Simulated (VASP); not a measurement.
## Re: relaxation of cell and atoms with r2SCAN+rVV10

Crystal: Re.

```xyz
2
Lattice="2.7600 0.0000 0.0000 -1.3800 2.3902 0.0000 0.0000 0.0000 4.4500" Properties=species:S:1:pos:R:3 pbc="T T T"
Re    0.0000    1.5935    1.1125
Re    1.3800    0.7967    3.3375
```

The cell was built by a generator and needn't be a form met in nature.

```json
{
  "Program": "VASP 6.6.1",
  "Task": "relaxation of cell and atoms",
  "Functional": "r2SCAN",
  "Dispersion": "rVV10",
  "Potentials or basis": "VASP PAW PBE potentials, release 64 (Re)",
  "Cutoff": "600 eV",
  "k mesh": "18 × 18 × 10",
  "Occupations": "methfessel-paxton, width 0.1 eV",
  "Spin": "no spin polarisation",
  "Further INCAR settings": "ALGO = Normal; EDIFF = 1e-06; IBRION = 2; EDIFFG = -0.005; NSW = 60; ISIF = 3"
}
```

```
Relaxed volume                         : 14.65 Å³/atom
Relaxed cell                           : a = 2.755 Å, b = 2.755 Å, c = 4.458 Å, α = 90.00°, β = 90.00°, γ = 120.00°
Space group after relaxing (to 0.05 Å) : P6_3/mmc (No. 194)
Energy gained by relaxing              : 0.3 meV/atom
Ionic steps                            : 5
Pressure after relaxing                : 0.0 GPa
Band gap on the k mesh                 : none (metal or under the smearing width)
```

The path:
```tsv
step	energy change (eV)	largest force (eV/Å)	pressure (GPa)	volume (Å³)
1	0.0000	0.0000	-0.74	29.36
2	0.0026	0.0000	3.33	29.07
3	-0.0004	0.0000	0.42	29.28
4	-0.0001	0.0000	-0.74	29.36
5	-0.0005	0.0000	0.04	29.30
```

Final structure:
```
CELL_PARAMETERS angstrom
2.75498 0.00000 0.00000
-1.37749 2.38588 0.00000
0.00000 0.00000 4.45815
ATOMIC_POSITIONS crystal
Re 0.33333 0.66667 0.25000
Re 0.66667 0.33333 0.75000
```

Levels at points of the mesh, in eV from the Fermi level:
| k point | band 3 | band 4 | band 5 | band 6 | band 7 | band 8 | band 9 | band 10 | band 11 |
| --- | --- | --- | --- | --- | --- | --- | --- | --- | --- |
| (0.00, 0.00, 0.00) | -1.66 | -1.61 | -1.61 | -0.74 | -0.74 | 0.26 | 0.26 | 0.53 | 3.57 |
| (0.50, 0.00, 0.00) | -5.51 | -1.96 | -1.86 | -1.45 | -0.63 | 4.19 | 4.59 | 4.74 | 6.34 |
| (0.00, 0.00, 0.50) | -2.52 | -2.52 | -1.74 | -1.74 | -1.74 | -1.74 | 2.71 | 2.71 | 2.71 |
| (0.50, 0.00, 0.50) | -4.29 | -4.29 | 0.47 | 0.47 | 0.92 | 0.92 | 4.51 | 4.51 | 5.00 |

Run time: 7.7 min on 1 thread of Intel(R) Xeon(R) 6975P-C (Granite Rapids), with other jobs on the host, peak memory 0.34 GiB.

Caveat: the PAW data sets were made with another functional, which shifts forces and pressure a little. The run has no spin-orbit coupling, so splittings on Re are missing.
